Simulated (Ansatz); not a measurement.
# MnS under changes of volume

One of the cells (17.667 Å³/atom); the others are scaled copies at fixed shape and fractional positions:

```
Mn S
1.0
     0.00000    2.60450    2.60450
     2.60450    0.00000    2.60450
     2.60450    2.60450    0.00000
Mn S
1 1
Direct
  0.00000 0.00000 0.00000
  0.50000 0.50000 0.50000
```

| Property | Result |
| --- | --- |
| Program | Ansatz 0.2.0 |
| Functional | exchange-only PBE |
| Potentials or basis | Ansatz PAW |
| Cutoff | 420 eV (not typed: the program's choice for these potentials) |
| k mesh | 9 × 9 × 9 |
| Occupations | fermi-dirac, width 0.05 eV |
| Spin | collinear spin, ferromagnetic start |
| Starting moments | [4.0, 0.0] μB |

| volume (Å³/atom) | energy over the lowest point (meV/atom) | pressure (GPa) | moment (μB per cell) |
| --- | --- | --- | --- |
| 16.607 | ? | ? | ? |
| 16.961 | 134.41 | 16.6 | 4.79 |
| 17.314 | 99.94 | 14.6 | 4.83 |
| 17.667 | 69.52 | 12.9 | 4.86 |
| 18.021 | 43.12 | 11.2 | 4.89 |
| 18.374 | 20.11 | 9.7 | 4.92 |
| 18.727 | 0.00 | 8.4 | 4.95 |

**Question.** What does the run at 16.607 Å³/atom give?

**Answer.** Energy over the lowest point 173.37 meV/atom; pressure 18.6 GPa; moment 4.74 μB per cell.

Worked out: A Birch-Murnaghan fit of order 3 (a polynomial in V^(-2/3)) to the other rows has no minimum within the range. It gives 174.02 meV/atom at 16.607 Å³/atom, against the run's 173.37, and -dE/dV = 19.1 GPa, against 18.6. A straight line through the other rows of the moment, of slope 0.089 μB per Å³/atom, extrapolates to 4.76 μB, against the run's 4.74.

Energies are extrapolated to zero smearing.

Caveats: a cell with one magnetic atom can't hold antiferromagnetic order, which such compounds often take; the PAW data sets come from PBE, with cores solved anew for the run's functional, which leaves a small shift of forces and pressure.
